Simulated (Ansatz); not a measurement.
# LiCl: energy along a strain

LiCl, Fm-3m, a = 5.130 Å (as given, not relaxed at this level: 0.4 GPa). Ansatz: PBE, PAW, 420 eV, Γ-centred 8×8×8 mesh on 2 atoms, Gaussian smearing 0.05 eV; no spin polarisation. Cell vectors (Å): 0.000 2.565 2.565; 2.565 0.000 2.565; 2.565 2.565 0.000. The cell is strained by x per cent times the pattern (1 0 0 0 0 0) in the order xx yy zz yz xz xy (engineering shears), with fractional coordinates held. y is the free energy over the start, V0 = 16.871 Å³/atom.

```tsv
x (%)	y (meV/atom)
-4.00	7.20
-3.00	4.23
-2.00	?
-1.00	0.72
0.00	0.00
1.00	-0.14
2.00	0.23
3.00	1.05
3.50	1.60
4.00	2.25
```

Problem. Fit y = c1 x + c2 x² + c3 x³ to the other rows, get the stiffness along the pattern, and predict the missing energy.

Solution. Least squares on the rows shown. y = −0.4200 x + 0.2946 x² − 0.01243 x³. The clamped-ion stiffness p·C·p = 2 × 2.946 eV × 160.2 / 16.871 Å³ = 56 GPa, which is C11 in these axes (second derivative at the start, which stands under stress). At x = -2.00 the fit asked for gives 2.12 meV/atom. The run gave 2.10 meV/atom, so the fit is 0.02 meV/atom too high, a small miss on the scale of the series.